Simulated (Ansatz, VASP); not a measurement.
KF: VASP beside Ansatz

File INCAR:

```
PREC = Accurate
ENCUT = 600
EDIFF = 1E-6
ISMEAR = 0
SIGMA = 0.02
LREAL = False
LASPH = True
NELM = 100
ALGO = Normal
ISIF = 3
LWAVE = False
LCHARG = False
GGA = PE
IBRION = 2
NSW = 65
EDIFFG = -0.01
```

The input KPOINTS:

```
Automatic mesh
0
Gamma
  9 9 6
```

Contents of POSCAR:

```
KF
1.0
    3.8319348817      0.0000000000      0.0000000000
   -1.9159674408      3.3185529532      0.0000000000
    0.0000000000      0.0000000000      6.2574556409
K F
2 2
Direct
    0.0000000000      0.0000000000      0.0000000000
    0.0000000000      0.0000000000      0.5000000000
    0.3333333333      0.6666666667      0.2500000000
    0.6666666667      0.3333333333      0.7500000000
```

Input for Ansatz:

```yaml
crystal:
  lattice:
    - [3.8319348817, 0.0, 0.0]
    - [-1.9159674408, 3.3185529532, 0.0]
    - [0.0, 0.0, 6.2574556409]
  atoms:
    - { symbol: K, position: [0.0, 0.0, 0.0] }
    - { symbol: F, position: [0.3333333333, 0.6666666667, 0.25] }
    - { symbol: K, position: [0.0, 0.0, 0.5] }
    - { symbol: F, position: [0.6666666667, 0.3333333333, 0.75] }
basis:
  ecutwfc: 420
kpoints:
  mp_grid: { grid: [9, 9, 6] }
hamiltonian:
  xc: pbe
scf:
  occupations: { method: gaussian, width: 0.02 }
output:
  forces: true
  stress: true
  eigenvalues: true
  populations: true
  write_density: true
  write_potential: true
  elf: true
  volumetric_format: npy
relax:
  adjacent_minimum: "off"
  f_tol: 0.01
  max_steps: 45
  cell: { stress_tol: 0.05 }
```

Alike in both runs: task relaxation of cell and atoms; functional PBE; k mesh 9 × 9 × 6; occupations gaussian, width 0.02 eV; no spin polarisation.

|  | VASP | Ansatz |
| --- | --- | --- |
| version | VASP 6.6.1 | Ansatz 0.2.0 |
| potentials or method | VASP PAW PBE potentials, release 64 (K_sv, F) | scalar-relativistic, plane waves, PAW |
| plane-wave cutoff (eV) | 600 | 420 |
| valence electrons in the cell | 32 | 32 |

Ansatz gave:

* gap on the k mesh at the Fermi level, each at its own relaxed structure (eV): 5.90
* relaxed volume (Å³/atom): 19.97
* relaxed cell length with the largest relative difference (Å): 3.739
* energy change over the relaxation (meV/atom): -13

**Question.** What did VASP give for the same quantities?

**Answer.** gap on the k mesh at the Fermi level, each at its own relaxed structure (eV): 5.89; relaxed volume (Å³/atom): 19.95; relaxed cell length with the largest relative difference (Å): 3.736; energy change over the relaxation (meV/atom): -13.

Caveats: an odd mesh through Γ misses points on the zone boundary, where band edges often lie. Expect the measured gap to be larger: semilocal functionals such as PBE lack the derivative discontinuity.
